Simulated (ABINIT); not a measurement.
# W (P1) in ABINIT: single point with PBE

Aim: the single point of W with PBE.

Everything below comes from runs of ABINIT 10.8.3 (patched build). Logs are shortened: lines on timing, memory, paths and dates and some standing lists are left out, and cuts for length are marked. The log counts tension as positive stress, the text compression.

### 1 The cell of the first run

The typed cell holds 8 atoms: a = 5.083 Å, b = 5.083 Å, c = 5.083 Å, α = 90.00°, β = 90.00°, γ = 90.00°.

This isn't the form of W at room conditions, which is bcc.

### 2 Single point, PBE (atoms moved at random, drawn with an rms of 0.05 Å)

Input file run.abi:

```
# Pseudopotentials
pp_dirpath "./"
pseudos "W.GGA_PBE-JTH.xml"

# Structure
acell 5.083 5.083 5.083 Angstrom
rprim
     1.0000000000     0.0000000000     0.0000000000
     0.0000000000     1.0000000000     0.0000000000
     0.0000000000     0.0000000000     1.0000000000
ntypat 1
znucl 74
natom 8
typat 1 1 1 1 1 1 1 1
xred
     0.4952530000     0.2515990000     0.0050130000
     0.5061940000     0.7510260000    -0.0096330000
     0.7595390000    -0.0045850000     0.5007750000
     0.2467710000    -0.0034720000     0.5010970000
    -0.0024210000     0.4986760000     0.7557290000
     0.0029180000     0.4991870000     0.2453770000
     0.5018490000     0.4979690000     0.5025990000
     0.0044210000     0.0053550000     0.0066280000
chkprim 0
chksymtnons 0
tolsym 1.0e-6

# Plane-wave basis
ecut 16.0
pawecutdg 32.0
pawxcdev 0

# k points
kptopt 1
ngkpt 5 5 5
nshiftk 1
shiftk 0.0 0.0 0.0

# Exchange and correlation
ixc 11

# Bands and occupations
nband 68
occopt 3
tsmear 0.00183747

# SCF cycle
nstep 100
tolvrs 1.0e-9

# Output
iomode 3
prtwf 0
prtden 0
prteig 0
prtebands 0
```

Potentials or basis: JTH PAW PBE v2.0.

The run is started by

```
$ mpirun --bind-to none -np 4 abinit run.abi > log 2>&1
```

run.abo:

```text
.Version 10.8.3 of ABINIT
 Symmetries : space group P1 (#  1); Bravais aP (primitive triclinic)
================================================================================
 Values of the parameters that define the memory need of the present run
     intxc =       0    ionmov =       0      iscf =      17    lmnmax =      18
     lnmax =       6     mgfft =      36  mpssoang =       3    mqgrid =    3001
     natom =       8  nloc_mem =       2    nspden =       1   nspinor =       1
    nsppol =       1      nsym =       1    n1xccc =       1    ntypat =       1
    occopt =       3   xclevel =       2
       mpw =        2734          nfft =       46656          nkpt =          63
Pmy_natom=         2
 PAW method is used; the additional fine FFT grid is defined by:
   mgfftf=        50    nfftf =    125000
================================================================================
================================================================================

--------------------------------------------------------------------------------
------------- Echo of variables that govern the present computation ------------
--------------------------------------------------------------------------------
 -outvars: echo values of preprocessed input variables --------
            acell      9.6054778980E+00  9.6054778980E+00  9.6054778980E+00 Bohr
              amu      1.83850000E+02
          chkprim           0
      chksymtnons           0
             ecut      1.60000000E+01 Hartree
                       outvar_i_n : Printing only first  50 k-points.
              ixc          11
                       outvar_i_n : Printing only first  50 k-points.
         kptrlatt        5    0    0      0    5    0      0    0    5
          kptrlen      4.80273895E+01
            natom           8
            nband          68
            ngfft          36      36      36
          ngfftdg          50      50      50
             nkpt          63
            nstep         100
             nsym           1
           ntypat           1
                       prtocc : prtvol=0, do not print more k-points.
           occopt           3
        pawecutdg      3.20000000E+01 Hartree
         pawxcdev           0
           prtden           0
        prtebands           0
           prteig           0
            prtwf           0
          spgroup           1
           tolsym      1.00000000E-06
           tolvrs      1.00000000E-09
           tsmear      1.83747000E-03 Hartree
            typat      1  1  1  1  1  1  1  1
           useylm           1
                       outvars : Printing only first  50 k-points.
[... 230 lines left out ...]
   0.40587    0.44192    0.44440    0.47550
      occupation numbers for kpt#   1
   2.00000    2.00000    2.00000    2.00000    2.00000    2.00000    2.00000    2.00000
   2.00000    2.00000    2.00000    2.00000    2.00000    2.00000    2.00000    2.00000
   2.00000    2.00000    2.00000    2.00000    2.00000    2.00000    2.00000    2.00000
   2.00000    2.00000    2.00000    2.00000    2.00000    2.00000    2.00000    2.00000
   2.00000    2.00000    2.00000    2.00000    2.00000    2.00000    2.00000    2.00000
   2.00000    2.00000    2.00000    2.00000    2.00000    2.00000    2.00000    2.00000
   2.00000    2.00000    2.00000    2.00000    2.00000    2.00000    1.99976    1.99944
   1.99893    0.00000    0.00000    0.00000    0.00000    0.00000    0.00000    0.00000
   0.00000    0.00000    0.00000    0.00000
 prteigrs : prtvol=0 or 1, do not print more k-points.

--- !EnergyTerms
iteration_state     : {dtset: 1, }
comment             : Components of total free energy in Hartree
kinetic             :  5.40729386660118E+01
hartree             :  8.33142652886248E+01
xc                  : -6.11947532363178E+01
Ewald energy        : -4.70260895470246E+02
psp_core            :  4.75903259061935E+01
local_psp           : -2.33383222057750E+02
PAW spherical_terms :  2.76335348759166E+01
internal            : -5.52227806027567E+02
'-kT*entropy'       : -9.02200415687869E-04
total_energy        : -5.52228708227983E+02
total_energy_eV     : -1.50269086757108E+04
...

--- !EnergyTermsDC
iteration_state     : {dtset: 1, }
comment             : '"Double-counting" decomposition of free energy'
band_energy         : -7.85293317815982E+01
Ewald energy        : -4.70260895470246E+02
psp_core            :  4.75903259061935E+01
xc_dc               : -1.10684229682867E+02
PAW spherical_terms :  5.96563247272658E+01
internal            : -5.52227806301252E+02
'-kT*entropy'       : -9.02200415687869E-04
total_energy_dc     : -5.52228708501668E+02
total_energy_dc_eV  : -1.50269086831581E+04
...

--- !EnergyTermsWithPAWCore
iteration_state     : {dtset: 1, }
comment             : 'Components of total free energy, including PAW core contributions'
Total energy        : -1.29143423279509E+05
Total energy DC     : -1.29143423279783E+05
Total energy (eV)   : -3.51417157198693E+06
Total energy DC (eV): -3.51417157199438E+06
...

 Cartesian components of stress tensor (hartree/bohr^3)
  sigma(1 1)=  3.20254673E-05  sigma(3 2)=  2.46865246E-06
  sigma(2 2)=  3.94839731E-05  sigma(3 1)= -1.00745000E-06
  sigma(3 3)=  2.85759485E-05  sigma(2 1)=  1.38107862E-06

-Cartesian components of stress tensor (GPa)         [Pressure= -9.8154E-01 GPa]
- sigma(1 1)=  9.42221779E-01  sigma(3 2)=  7.26302628E-02
- sigma(2 2)=  1.16165860E+00  sigma(3 1)= -2.96402023E-02
- sigma(3 3)=  8.40733432E-01  sigma(2 1)=  4.06327357E-02

== END DATASET(S) ==============================================================
================================================================================

 -outvars: echo values of variables after computation  --------
            acell      9.6054778980E+00  9.6054778980E+00  9.6054778980E+00 Bohr
           etotal     -5.5222870850E+02
            fcart      9.1229425728E-03 -1.5651018041E-03 -3.4207382464E-03
                      -4.4957246412E-03  5.6942383544E-04  1.4123300837E-02
                      -2.5370838858E-02  5.1423036532E-03  1.6710386834E-03
                       2.4473945050E-02  2.5359371201E-03  1.9919230703E-03
                       5.2608152419E-03  2.0248863183E-03 -1.9736188540E-02
                      -1.7351523262E-03  3.1620794274E-03  2.1639453622E-02
                      -1.4467367420E-03 -3.0811488869E-04 -5.7942596597E-03
                      -5.8092502981E-03 -1.1561413662E-02 -1.0474529767E-02
           strten      3.2025467325E-05  3.9483973123E-05  2.8575948548E-05
                       2.4686524575E-06 -1.0074500003E-06  1.3810786159E-06
           xangst      2.5173709990E+00  1.2788777170E+00  2.5481079000E-02
                       2.5729841020E+00  3.8174651580E+00 -4.8964539000E-02
                       3.8607367370E+00 -2.3305555000E-02  2.5454393250E+00
                       1.2543369930E+00 -1.7648176000E-02  2.5470760510E+00
                      -1.2305943000E-02  2.5347701080E+00  3.8413705070E+00
                       1.4832194000E-02  2.5373675210E+00  1.2472512910E+00
                       2.5508984670E+00  2.5311764270E+00  2.5547107170E+00
                       2.2471943000E-02  2.7219465000E-02  3.3690124000E-02
             xred      4.9525300000E-01  2.5159900000E-01  5.0130000000E-03
                       5.0619400000E-01  7.5102600000E-01 -9.6330000000E-03
                       7.5953900000E-01 -4.5850000000E-03  5.0077500000E-01
                       2.4677100000E-01 -3.4720000000E-03  5.0109700000E-01
                      -2.4210000000E-03  4.9867600000E-01  7.5572900000E-01
                       2.9180000000E-03  4.9918700000E-01  2.4537700000E-01
                       5.0184900000E-01  4.9796900000E-01  5.0259900000E-01
                       4.4210000000E-03  5.3550000000E-03  6.6280000000E-03
 Calculation completed.
```

It took 3.7 min on 4 MPI ranks of Arm Neoverse V2, shared host; peak memory 0.64 GiB.

Results:

```
Free energy            : -15026.9087 eV
Pressure               : -1.0 GPa
Largest force          : 1.334 eV/Å
Band gap on the k mesh : none (metal or under the smearing width)
```

Forces on the atoms (eV/Å):
```
W    0.469 -0.080 -0.176
W   -0.231  0.029  0.726
W   -1.305  0.264  0.086
W    1.259  0.130  0.102
W    0.271  0.104 -1.015
W   -0.089  0.163  1.113
W   -0.074 -0.016 -0.298
W   -0.299 -0.595 -0.539
```

Stress tensor (GPa, compression positive):
```
-0.94 -0.04  0.03
-0.04 -1.16 -0.07
 0.03 -0.07 -0.84
```

Levels at points of the mesh, in eV from the Fermi level:
```tsv
k point	band 53	band 54	band 55	band 56	band 57	band 58	band 59	band 60
(0.00, 0.00, 0.00)	-1.40	-1.38	-0.45	-0.41	-0.38	1.58	1.60	1.63
```

Caveat: the atomic spheres overlap.
